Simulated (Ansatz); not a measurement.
Geometry optimisation in Ansatz: input, command and trajectory.

```yaml
crystal:
  lattice:
    - [-3.0668029818, 3.0668029818, 5.9724558231]
    - [3.0668029818, -3.0668029818, 5.9724558231]
    - [3.0668029818, 3.0668029818, -5.9724558231]
  atoms:
    - { symbol: In, position: [0.5, 0.5, 0.0] }
    - { symbol: In, position: [0.25, 0.75, 0.5] }
    - { symbol: Ag, position: [0.0, 0.0, 0.0] }
    - { symbol: Ag, position: [0.75, 0.25, 0.5] }
    - { symbol: Se, position: [0.375, 0.3788413496, 0.5038413496] }
    - { symbol: Se, position: [0.6211586504, 0.125, -0.0038413496] }
    - { symbol: Se, position: [0.875, 0.8711586504, 0.4961586504] }
    - { symbol: Se, position: [0.1288413496, 0.625, 0.0038413496] }
basis:
  ecutwfc: 420
kpoints:
  mp_grid: { grid: [8, 8, 8] }
hamiltonian:
  xc: pbe
scf:
  occupations: { method: gaussian, width: 0.01 }
output:
  forces: true
  stress: true
  eigenvalues: true
relax:
  adjacent_minimum: "off"
  f_tol: 0.01
  max_steps: 30
  cell: { stress_tol: 0.1, fix: [volume] }
```

```bash
ansatz run input.yaml --threads 2 --pin off --max-ram 5120MiB --backend cpu --events-out ev --progress --plain --runs-dir out
```

Theory: Ansatz, DFT PBE, scalar-relativistic, plane waves, PAW.

The volume is held at 0.97 times that of the relaxed cell.

Of 4 frames 3 are shown, positions in Å and forces in eV/Å; the SCF threshold varies from step to step. Steps run on the plane waves of an earlier cell, with a Pulay correction in the pressure. The basis is chosen afresh for the last frame, the zero of the energies, and at times for earlier ones too; energy and pressure step there, also at an unchanged geometry.

```xyz
8
Lattice="-3.0668 3.0668 5.9725 3.0668 -3.0668 5.9725 3.0668 3.0668 -5.9725" Properties=species:S:1:pos:R:3:forces:R:3 pbc="T T T" step=1 free_energy_over_end_meV_per_atom=0.15 pressure_GPa=1.51
In    0.0000    0.0000    5.9725    0.0000    0.0000    0.0000
In    3.0668    0.0000    2.9862    0.0000    0.0000    0.0000
Ag    0.0000    0.0000    0.0000    0.0000    0.0000    0.0000
Ag    0.0000    3.0668    2.9862    0.0000    0.0000    0.0000
Se    1.5570    1.5334    1.4931   -0.0667    0.0000    0.0000
Se   -1.5334    1.5098    4.4793    0.0000    0.0667    0.0000
Se    1.5098    1.5334    7.4656    0.0667    0.0000    0.0000
Se    1.5334   -1.5098    4.4793    0.0000   -0.0667    0.0000
8
Lattice="-3.0677 3.0677 5.9689 3.0677 -3.0677 5.9689 3.0677 3.0677 -5.9689" Properties=species:S:1:pos:R:3:forces:R:3 pbc="T T T" step=2 free_energy_over_end_meV_per_atom=0.03 pressure_GPa=1.44
In    0.0000    0.0000    5.9689    0.0000    0.0000    0.0000
In    3.0677    0.0000    2.9845    0.0000    0.0000    0.0000
Ag    0.0000    0.0000    0.0000    0.0000    0.0000    0.0000
Ag    0.0000    3.0677    2.9845    0.0000    0.0000    0.0000
Se    1.5444    1.5339    1.4922    0.0313    0.0000    0.0000
Se   -1.5339    1.5233    4.4767    0.0000   -0.0313    0.0000
Se    1.5233    1.5339    7.4611   -0.0313    0.0000    0.0000
Se    1.5339   -1.5233    4.4767    0.0000    0.0313    0.0000
8
Lattice="-3.0670 3.0670 5.9715 3.0670 -3.0670 5.9715 3.0670 3.0670 -5.9715" Properties=species:S:1:pos:R:3:forces:R:3 pbc="T T T" step=4 free_energy_over_end_meV_per_atom=0.00 pressure_GPa=1.46
In    0.0000    0.0000    5.9715    0.0000    0.0000    0.0000
In    3.0670    0.0000    2.9858    0.0000    0.0000    0.0000
Ag    0.0000    0.0000    0.0000    0.0000    0.0000    0.0000
Ag    0.0000    3.0670    2.9858    0.0000    0.0000    0.0000
Se    1.5482    1.5335    1.4929   -0.0002    0.0000    0.0000
Se   -1.5335    1.5189    4.4787    0.0000    0.0002    0.0000
Se    1.5189    1.5335    7.4644    0.0002    0.0000    0.0000
Se    1.5335   -1.5189    4.4787    0.0000   -0.0002    0.0000
```

The run took 3 min on 2 threads of Arm Neoverse V2 (shared host), peak memory 1 GiB.